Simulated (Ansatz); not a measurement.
Input, command and steps of an Ansatz relaxation.

```yaml
crystal:
  lattice:
    - [2.8090343103, 0.0, 0.0]
    - [-1.4045171551, 2.4326950728, 0.0]
    - [0.0, 0.0, 5.6492276224]
  atoms:
    - { symbol: Si, position: [0.3333333333, 0.6666666667, 0.5154278759] }
    - { symbol: Si, position: [0.6666666667, 0.3333333333, 1.0154278759] }
    - { symbol: "N", position: [0.3333333333, 0.6666666667, 0.8595721241] }
    - { symbol: "N", position: [0.6666666667, 0.3333333333, 0.3595721241] }
basis:
  ecutwfc: 500
kpoints:
  mp_grid: { grid: [18, 18, 8] }
hamiltonian:
  xc: r2scan
scf:
  occupations: { method: gaussian, width: 0.1 }
output:
  forces: true
  stress: true
  eigenvalues: true
relax:
  adjacent_minimum: "off"
  f_tol: 0.01
  max_steps: 60
  cell: { stress_tol: 0.1 }
```

```bash
ansatz run input.yaml --threads 1 --pin off --max-ram 2560MiB --backend cpu --events-out ev --progress --plain --runs-dir out
```

Computed with DFT r2SCAN, scalar-relativistic, plane waves, PAW (Ansatz).

Of 6 frames 5 are shown, positions in Å and forces in eV/Å; the SCF threshold varies from step to step. Steps run on the plane waves of an earlier cell, with a Pulay correction in the pressure. The basis is chosen afresh for the last frame, the zero of the energies, and at times for earlier ones too; energy and pressure step there, also at an unchanged geometry.

```xyz
4
Lattice="2.8090 0.0000 0.0000 -1.4045 2.4327 0.0000 0.0000 0.0000 5.6492" Properties=species:S:1:pos:R:3:forces:R:3 pbc="T T T" step=1 free_energy_over_end_meV_per_atom=0.57 pressure_GPa=-0.36
Si    0.0000    1.6218    2.9118    0.0000    0.0000    0.0407
Si    1.4045    0.8109    5.7364    0.0000    0.0000    0.0407
N     0.0000    1.6218    4.8559    0.0000    0.0000   -0.0407
N     1.4045    0.8109    2.0313    0.0000    0.0000   -0.0407
4
Lattice="2.8122 0.0000 0.0000 -1.4061 2.4355 0.0000 0.0000 0.0000 5.6357" Properties=species:S:1:pos:R:3:forces:R:3 pbc="T T T" step=2 free_energy_over_end_meV_per_atom=0.37 pressure_GPa=-0.35
Si    0.0000    1.6236    2.9042    0.0000    0.0000    0.0762
Si    1.4061    0.8118    5.7220    0.0000    0.0000    0.0762
N     0.0000    1.6236    4.8449    0.0000    0.0000   -0.0761
N     1.4061    0.8118    2.0271    0.0000    0.0000   -0.0761
4
Lattice="2.8122 0.0000 0.0000 -1.4061 2.4355 0.0000 0.0000 0.0000 5.6209" Properties=species:S:1:pos:R:3:forces:R:3 pbc="T T T" step=3 free_energy_over_end_meV_per_atom=0.16 pressure_GPa=-0.04
Si    0.0000    1.6236    2.8980    0.0000    0.0000    0.0729
Si    1.4061    0.8118    5.7085    0.0000    0.0000    0.0729
N     0.0000    1.6236    4.8308    0.0000    0.0000   -0.0726
N     1.4061    0.8118    2.0203    0.0000    0.0000   -0.0726
4
Lattice="2.8130 0.0000 0.0000 -1.4065 2.4362 0.0000 0.0000 0.0000 5.6038" Properties=species:S:1:pos:R:3:forces:R:3 pbc="T T T" step=4 free_energy_over_end_meV_per_atom=-0.01 pressure_GPa=-0.02
Si    0.0000    1.6241    2.8930    0.0000    0.0000    0.0091
Si    1.4065    0.8121    5.6949    0.0000    0.0000    0.0091
N     0.0000    1.6241    4.8122    0.0000    0.0000   -0.0090
N     1.4065    0.8121    2.0103    0.0000    0.0000   -0.0090
4
Lattice="2.8122 0.0000 0.0000 -1.4061 2.4354 0.0000 0.0000 0.0000 5.6065" Properties=species:S:1:pos:R:3:forces:R:3 pbc="T T T" step=6 free_energy_over_end_meV_per_atom=0.00 pressure_GPa=-0.01
Si    0.0000    1.6236    2.8946    0.0000    0.0000   -0.0006
Si    1.4061    0.8118    5.6979    0.0000    0.0000   -0.0006
N     0.0000    1.6236    4.8143    0.0000    0.0000    0.0006
N     1.4061    0.8118    2.0110    0.0000    0.0000    0.0006
```

It took 2.1 min on 1 thread of Oxide Virtual Turin-like Processor (Zen 5), with other jobs on the host, peak memory 0.58 GiB.

Spin polarisation was left out, and a magnetic state may lie lower.